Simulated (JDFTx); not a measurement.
Write the native input for JDFTx 1.7.0 (patched build) that does the following.

```
Task                                    : single point
Functional                              : PBE
Potentials or basis                     : PseudoDojo-SR-PBE-0.5-standard with smoothed tails
Cutoff                                  : 1143 eV
Density cutoff                          : 9143 eV
k mesh                                  : 11 × 11 × 6
Occupations                             : fermi-dirac, width 0.05 eV
Spin                                    : no spin polarisation
Local potential set to -Z/r beyond      : 6 bohr
Bands                                   : 25
Density cutoff over wavefunction cutoff : 8
Max SCF steps                           : 100
SCF threshold on the energy             : 1e-09 Ha
Solver of the electrons                 : scf
Further solve for the empty bands       : yes
```

The system is Pt.

```
Pt
1.0
     2.76067    0.00000    0.00000
    -1.38033    2.39081    0.00000
     0.00000    0.00000    4.79213
Pt
2
Direct
  0.33333 0.66667 0.25000
  0.66667 0.33333 0.75000
```

This isn't the form of Pt at room conditions, which is fcc.

These files were run (other wordings do the same):

Pt.in

```
lattice \
    5.2169019355    -2.6084509678     0.0000000000 \
    0.0000000000     4.5179696052     0.0000000000 \
    0.0000000000     0.0000000000     9.0558208125
coords-type Lattice
ion Pt     0.3333333333     0.6666666667     0.2500000000 1
ion Pt     0.6666666667     0.3333333333     0.7500000000 1

ion-species pseudo/Pt.upf
elec-cutoff 42 336
elec-ex-corr gga-PBE
kpoint-folding 11 11 6
elec-smearing Fermi 0.0018374661
elec-n-bands 25
electronic-SCF nIterations 100 energyDiffThreshold 1e-09
electronic-minimize nIterations 30 energyDiffThreshold 1e-7
converge-empty-states yes
forces-output-coords Cartesian

dump-name run.$VAR
dump End Ecomponents EigStats BandEigs Kpoints Forces Stress ElecDensity Dtot KEdensity
```

Potentials or basis: PseudoDojo-SR-PBE-0.5-standard with smoothed tails.

The run is started by

```console
$ jdftx -c 1 -i Pt.in -o Pt.out
```

It gave:

```yaml
Pressure: -1.2 GPa
Band_gap_on_the_k_mesh: none (metal or under the smearing width)
```

It took 3.9 min on 1 thread of Arm Neoverse N1 (shared host), peak memory 0.3 GiB.
